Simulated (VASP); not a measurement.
# BaTiO3 (P4mm) in VASP: a series of runs, part 2 of 3

VASP 6.6.1. The steps go on from the part before.

### Step 3. Relaxation of shape and atoms at fixed volume, LDA (a relaxed cell with its volume scaled by 1.04)

INCAR

```
SYSTEM = BaTiO3
  ALGO = Fast
  EDIFF = 1E-7
  EDIFFG = -0.01
  ENCUT = 600
  IBRION = 2
  ISIF = 4
  ISMEAR = 0
  KPAR = 2
  LASPH = .TRUE.
  LCHARG = .FALSE.
  LREAL = .FALSE.
  LWAVE = .FALSE.
  NELM = 80
  NSW = 40
  PREC = Accurate
  SIGMA = 0.03
```

KPOINTS

```
k-points
0
G
  8 8 8
  0 0 0
```

POSCAR

```
BaTiO3                                  
1.0
    3.9938387048      0.0000000000      0.0000000000
    0.0000000000      3.9938387048      0.0000000000
    0.0000000000     -0.0000000000      4.0416777714
  Ba              Ti              O             
     1     1     3
Direct
     0.0000000000000000    1.0000000000000000    0.0019191113268453
     0.5000000000000000    0.5000000000000000    0.4893446043486940
     0.5000000000000000    0.5000000000000000    0.0221684771398351
     0.5000000000000000    1.0000000000000000    0.5147839035923124
     0.0000000000000000    0.5000000000000000    0.5147839035923124
```

Potentials or basis: VASP PAW LDA potentials, release 64 (Ba_sv, Ti_sv, O).

Started as:

```console
cat potpaw_LDA.64/Ba_sv/POTCAR potpaw_LDA.64/Ti_sv/POTCAR potpaw_LDA.64/O/POTCAR > POTCAR
mpirun -np 2 vasp_std > vasp.out
```

OUTCAR:

```text
SYSTEM = BaTiO3
   EDIFF = 1E-7
   EDIFFG = -0.01
   ENCUT = 600
   IBRION = 2
   ISIF = 4
   ISMEAR = 0
   LASPH = .TRUE.
   LREAL = .FALSE.
   NELM = 80
   NSW = 40
   PREC = Accurate

 ion  position               nearest neighbor table
   1  0.000  0.000  0.002-   4 2.80   5 2.80   5 2.80   4 2.80   3 2.83   3 2.83   3 2.83   3 2.83
                             4 2.88   5 2.88   5 2.88   4 2.88   2 3.44   2 3.44   2 3.44   2 3.44
   2  0.500  0.500  0.489-   3 1.89   4 2.00   5 2.00   4 2.00   5 2.00   3 2.15   1 3.44   1 3.44
                             1 3.44   1 3.44   1 3.50   1 3.50   1 3.50   1 3.50
   3  0.500  0.500  0.022-   2 1.89   2 2.15   1 2.83   1 2.83   1 2.83   1 2.83
   4  0.500  0.000  0.515-   2 2.00   2 2.00   1 2.80   1 2.80   1 2.88   1 2.88
   5  0.000  0.500  0.515-   2 2.00   2 2.00   1 2.80   1 2.80   1 2.88   1 2.88

  LATTYP: Found a simple tetragonal cell.
 ALAT       =     3.9938387048
 C/A-ratio  =     1.0119782170

  Lattice vectors:

 A1 = (   3.9938387048,   0.0000000000,   0.0000000000)
 A2 = (   0.0000000000,   3.9938387048,   0.0000000000)
 A3 = (   0.0000000000,   0.0000000000,   4.0416777714)

Analysis of symmetry for initial positions (statically):
=====================================================================
 Subroutine PRICEL returns:
 Original cell was already a primitive cell.

 Routine SETGRP: Setting up the symmetry group for a
 simple tetragonal supercell.

 Subroutine GETGRP returns: Found  8 space group operations
 (whereof  8 operations were pure point group operations)
 out of a pool of 16 trial point group operations.

The static configuration has the point symmetry C_4v.

Analysis of symmetry for dynamics (positions and initial velocities):
=====================================================================
 Subroutine PRICEL returns:
 Original cell was already a primitive cell.

 Routine SETGRP: Setting up the symmetry group for a
 simple tetragonal supercell.

 Subroutine GETGRP returns: Found  8 space group operations
 (whereof  8 operations were pure point group operations)
 out of a pool of 16 trial point group operations.

The dynamic configuration has the point symmetry C_4v.

 Subroutine INISYM returns: Found  8 space group operations
 (whereof  8 operations are pure point group operations),
 and found     1 'primitive' translations

----------------------------------------------------------------------------------------

                                     Primitive cell

  volume of cell :      64.4678

  direct lattice vectors                    reciprocal lattice vectors
     3.993838705  0.000000000  0.000000000     0.250385675  0.000000000  0.000000000
     0.000000000  3.993838705  0.000000000     0.000000000  0.250385675  0.000000000
     0.000000000  0.000000000  4.041677771     0.000000000  0.000000000  0.247422001

  length of vectors
     3.993838705  3.993838705  4.041677771     0.250385675  0.250385675  0.247422001

  position of ions in fractional coordinates (direct lattice)
     0.000000000  0.000000000  0.001919111
     0.500000000  0.500000000  0.489344604
     0.500000000  0.500000000  0.022168477
     0.500000000  0.000000000  0.514783904
     0.000000000  0.500000000  0.514783904

  ion indices of the primitive-cell ions
[... 68 lines left out ...]
 SYSTEM =  BaTiO3
   PREC   = accura    normal or accurate (medium, high low for compatibility)
   ISTART =      0    job   : 0-new  1-cont  2-samecut
   ICHARG =      2    charge: 1-file 2-atom 10-const
   ISPIN  =      1    spin polarized calculation?
   LNONCOLLINEAR =      F non collinear calculations
   LSORBIT =      F    spin-orbit coupling
   LASPH  =      T    aspherical Exc in radial PAW
   ENCUT  =  600.0 eV  44.10 Ry    6.64 a.u.   7.98  7.98  8.07*2*pi/ulx,y,z
   NELM   =     80;   NELMIN=  2; NELMDL= -5     # of ELM steps
   EDIFF  = 0.1E-06   stopping-criterion for ELM
   LREAL  =      F    real-space projection
   EDIFFG = -.1E-01   stopping-criterion for IOM
   NSW    =     40    number of steps for IOM
   IBRION =      2    ionic relax: 0-MD 1-quasi-New 2-CG
   NFREE  =      1    steps in history (QN), initial steepest desc. (CG)
   ISIF   =      4    stress and relaxation
   ISYM   =      2    0-nonsym 1-usesym 2-fastsym
   POTIM  = 0.5000    time-step for ionic-motion
   TEBEG  =    0.0;   TEEND  =   0.0 temperature during run
   PSTRESS=    0.0 pullay stress
   NELECT =      40.0000    total number of electrons
   NUPDOWN=      -1.0000    fix difference up-down
   EMIN   =  10.00;   EMAX   =-10.00  energy-range for DOS
   EFERMI =   0.00;   METHOD = LEGACY
   ISMEAR =     0;   SIGMA  =   0.03  broadening in eV -4-tet -1-fermi 0-gaus
   EFERMI_NEDOS =   21; number of points for ismear=-14 and -15
   IALGO  =     68    algorithm
   IMIX   =      4    mixing-type and parameters
     AMIX     =   0.40;   BMIX     =  1.00
     AMIX_MAG =   1.60;   BMIX_MAG =  1.00
  volume/ion in A,a.u.               =      12.89        87.01
  Fermi-wavevector in a.u.,A,eV,Ry     =   1.396306  2.638636 26.526875  1.949670
  Thomas-Fermi vector in A             =   2.519673
   LORBIT       =      0    0 simple, 1 ext, 2 COOP (PROOUT), +10 PAW based schemes
   GGA     = CA    functional components
   LHFCALC =     F    Hartree Fock is set to
   AEXX    =    0.0000 exact exchange contribution
   IVDW    =     0    specifies the selected vdW correction
   LEPSILON=     F    determine dielectric tensor
   LRPA    =     F    only Hartree local field effects (RPA)
 conjugate gradient relaxation of ions
 non-spin polarized calculation
 RMM-DIIS sequential band-by-band and
 Gauss-broadening in eV      SIGMA  =   0.03
  energy-cutoff  :      600.00
  volume of cell :       64.47
 maximum number of plane-waves:      2200
 NGX is ok and might be reduce to    32
   NGX = 15   NGY = 15   NGZ = 17

--------------------------------------- Ionic step        1  -------------------------------------------

 number of electron      39.9999995 magnetization

 Free energy of the ion-electron system (eV)
  ---------------------------------------------------
  ext. energy  EPLUGINS =         0.00000000
  ---------------------------------------------------
  free energy    TOTEN  =       -44.11802861 eV

  energy without entropy =      -44.11802861  energy(sigma->0) =      -44.11802861

------------------------ aborting loop EDIFF was not reached (unconverged)  ----------------------------

  FORCE on cell =-STRESS in cart. coord.  units (eV):
  Direction    XX          YY          ZZ          XY          YZ          ZX
  --------------------------------------------------------------------------------------
  -------------------------------------------------------------------------------------
  Total       -2.7866155     -2.7866155     -2.7714319      0.0000000      0.0000000      0.0000000
  in kB      -69.2540073    -69.2540073    -68.8766567      0.0000000      0.0000000      0.0000000
  external PRESSURE =     -69.1282238 kB  Pullay stress =       0.0000000 kB
[... 98 lines left out ...]
  FREE ENERGIE OF THE ION-ELECTRON SYSTEM (eV)
  ---------------------------------------------------
  free  energy   TOTEN  =       -44.1259120070 eV

  energy  without entropy=      -44.1259120070  energy(sigma->0) =      -44.12591201

[... ionic steps 4 to 11 ...]

--------------------------------------- Ionic step       12  -------------------------------------------

 number of electron      39.9999994 magnetization

------------------------ aborting loop because EDIFF is reached ----------------------------------------
[... 73 lines left out ...]
--------------------------------------- Ionic step       14  -------------------------------------------

 number of electron      39.9999992 magnetization

 Free energy of the ion-electron system (eV)
  ---------------------------------------------------
  ext. energy  EPLUGINS =         0.00000000
  ---------------------------------------------------
  free energy    TOTEN  =       -44.13449913 eV

  energy without entropy =      -44.13449913  energy(sigma->0) =      -44.13449913

 E-fermi :   3.9352     XC(G=0): -11.6951

 val. band max:        3.6245402734   @ k =   0.5000   0.5000   0.5000
 cond. band min:       5.3474701320   @ k =   0.0000   0.0000   0.0000
 fundamental gap:      1.7229298586
 Fermi energy:         3.9352493077

 k-point     1 :       0.0000    0.0000    0.0000
  band No.  band energies     occupation
      1     -52.1886      2.00000
      2     -28.9027      2.00000
      3     -28.8043      2.00000
      4     -28.8043      2.00000
      5     -21.2304      2.00000
      6     -13.0865      2.00000
[... 637 lines left out ...]
     23       7.2382      0.00000
     24       8.3534      0.00000

 [... further k-points ...]
[... 5 lines left out ...]
  --------------------------------------------------------------------------------------
  -------------------------------------------------------------------------------------
  Total       -2.0327820     -2.0327820     -2.0003880      0.0000000     -0.0000000      0.0000000
  in kB      -50.5194544    -50.5194544    -49.7143877      0.0000000     -0.0000000      0.0000000
  external PRESSURE =     -50.2510989 kB  Pullay stress =       0.0000000 kB
[... 20 lines left out ...]
  FREE ENERGIE OF THE ION-ELECTRON SYSTEM (eV)
  ---------------------------------------------------
  free  energy   TOTEN  =       -44.1344991287 eV

  energy  without entropy=      -44.1344991287  energy(sigma->0) =      -44.13449913

 reached required accuracy - stopping structural energy minimisation
```

It took 8.6 min on 2 MPI ranks of Intel Xeon Platinum 8488C (Sapphire Rapids), shared host; peak memory 0.27 GiB.

What came out:

| Property | Result |
| --- | --- |
| Free energy | -44.1345 eV |
| Energy gained by relaxing | 3.3 meV/atom |
| Ionic steps | 14 |
| Pressure after relaxing | -5.0 GPa |
| Largest force after relaxing | 0.008 eV/Å |
| Band gap on the k mesh | 1.72 eV, indirect (least direct gap 2.21 eV) |

Forces on the atoms (eV/Å):
```
Ba   0.000  0.000 -0.001
Ti   0.000  0.000 -0.007
O    0.000  0.000  0.008
O    0.000  0.000  0.000
O    0.000  0.000  0.000
```

Stress tensor (GPa, compression positive):
```
-5.05  0.00  0.00
 0.00 -5.05  0.00
 0.00  0.00 -4.97
```

Step by step:
```
step  energy change (eV)  largest force (eV/Å)  pressure (GPa)
   1              0.0000                0.2866           -6.91
   2             -0.0072                0.1514           -6.46
   3             -0.0079                0.1271           -6.35
   4             -0.0088                0.0701           -6.13
   5             -0.0081                0.1577           -5.63
   6             -0.0090                0.0595           -5.99
   7             -0.0128                0.0687           -5.61
   8             -0.0150                0.0911           -5.04
   9             -0.0151                0.1052           -4.89
  10             -0.0158                0.0800           -5.17
  11             -0.0160                0.0568           -5.09
  12             -0.0164                0.0307           -5.07
  13             -0.0164                0.0171           -5.06
  14             -0.0165                0.0076           -5.03
```

Final structure:
```xyz
5
Lattice="3.9649 0.0000 0.0000 0.0000 3.9649 0.0000 0.0000 0.0000 4.1009" Properties=species:S:1:pos:R:3 pbc="T T T"
Ba    0.0000    0.0000    4.0834
Ti    1.9825    1.9825    1.9638
O     1.9825    1.9825    0.1369
O     1.9825    0.0000    2.1222
O     0.0000    1.9825    2.1222
```

Caveat: spin-orbit coupling is left out, which moves the levels of the heavy elements.

[end of part 2 of 3]
